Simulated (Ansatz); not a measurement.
# KBr under changes of volume

One of the cells (35.937 Å³/atom); the others are scaled copies at fixed shape and fractional positions:

```
Br K
1.0
     0.00000    3.30000    3.30000
     3.30000    0.00000    3.30000
     3.30000    3.30000    0.00000
Br K
1 1
Cartesian
  3.3000 3.3000 3.3000
  0.0000 0.0000 0.0000
```

| Property | Result |
| --- | --- |
| Program | Ansatz 0.2.0 |
| Functional | PBE |
| Potentials or basis | Ansatz PAW |
| Cutoff | 420 eV (not typed: the program's choice for these potentials) |
| k mesh | 7 × 7 × 7 |
| Occupations | fermi-dirac, width 0.05 eV |
| Spin | no spin polarisation |

| volume (Å³/atom) | energy over the lowest point (meV/atom) | pressure (GPa) | gap on the mesh (eV) |
| --- | --- | --- | --- |
| 33.781 | 20.91 | 1.9 | 4.61 |
| 34.500 | ? | ? | ? |
| 35.218 | 7.64 | 1.1 | 4.49 |
| 35.937 | 3.64 | 0.7 | 4.44 |
| 36.656 | 1.14 | 0.4 | 4.38 |
| 37.374 | 0.00 | 0.1 | 4.33 |
| 38.093 | 0.07 | -0.1 | 4.28 |

**Question.** What does the run at 34.500 Å³/atom give?

**Answer.** Energy over the lowest point 13.33 meV/atom; pressure 1.5 GPa; gap on the mesh 4.55 eV.

Worked out: A Birch-Murnaghan fit of order 3 (a polynomial in V^(-2/3)) to the other rows has its minimum at 37.69 Å³/atom with B0 = V·E''(V) = 13.5 GPa and B' = 4.8. It gives 13.33 meV/atom at 34.500 Å³/atom, against the run's 13.33, and -dE/dV = 1.5 GPa, against 1.5. A straight line through the other rows of the gap, of slope -2.75 eV per unit of ln V (its deformation potential), gives 4.55 eV, against the run's 4.55.

Energies are extrapolated to zero smearing.

Caveats: odd divisions of the mesh miss points on the zone boundary, where band edges often lie, so the gap on the mesh can be too wide.

A mesh can miss the band edges. Spin-orbit coupling on Br is left out.
